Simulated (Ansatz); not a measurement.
Cs — core-electron binding energies

Cell: a Materials Project structure (computed, not necessarily an observed phase), atoms as given, repeated to a supercell; a hole's nearest image is 9.0 Å away.

```cif
data_Cs
_symmetry_space_group_name_H-M 'Pbcm'
_symmetry_Int_Tables_number 57
_cell_length_a 5.5193
_cell_length_b 10.0517
_cell_length_c 8.9881
_cell_angle_alpha 90.000
_cell_angle_beta 90.000
_cell_angle_gamma 90.000
loop_
_atom_site_label
_atom_site_type_symbol
_atom_site_symmetry_multiplicity
_atom_site_Wyckoff_symbol
_atom_site_fract_x
_atom_site_fract_y
_atom_site_fract_z
Cs1 Cs 4 d 0.7393 0.8947 0.2500
```

One atom of each set is listed; the run and its k-mesh use a cell of 8 atoms with edges of 11.04, 10.05, 8.99 Å.

All values are calculated (Ansatz; DFT, PBE, plane waves and PAW, scalar-relativistic, 420 eV cutoff, Γ-centred 3×3×3 k-points, Fermi–Dirac smearing 0.05 eV), not measured.

Each value is a total-energy difference between the cell with one core hole and the ground state (ΔSCF), counted from the Fermi energy. The valence electrons get no spin in the cell with the hole, so they can't polarise against the unpaired core electron; that puts absolute values high, by some tenths of an eV and in some cases by about 1 eV.

(1) What binding energies does the calculation give for Cs 3d?

Absolute PBE values can be off by an eV or more, and the 3d and 4f lines of heavy atoms by several eV. Multiplets, satellites and widths aren't calculated.

The run took 57 s of wall time (57 s of CPU time) and 1.1 GiB at its peak, on 1 thread of Intel Xeon Platinum 8488C (Sapphire Rapids) (x86_64; 2 cores open to the job, memory cap 2.5 GiB, no GPU), a shared host with a load of 0.1 a core.

Results:

(1) 

```
 line  atom                first shell  E_B (eV)  j = l + ½ / j = l − ½ (eV)
Cs 3d     1  no neighbour within 4.6 Å     726.2               720.6 / 734.5
```

For p, d and f shells E_B is the weighted mean of the two lines, whose splitting comes from the free atom's Dirac orbitals.
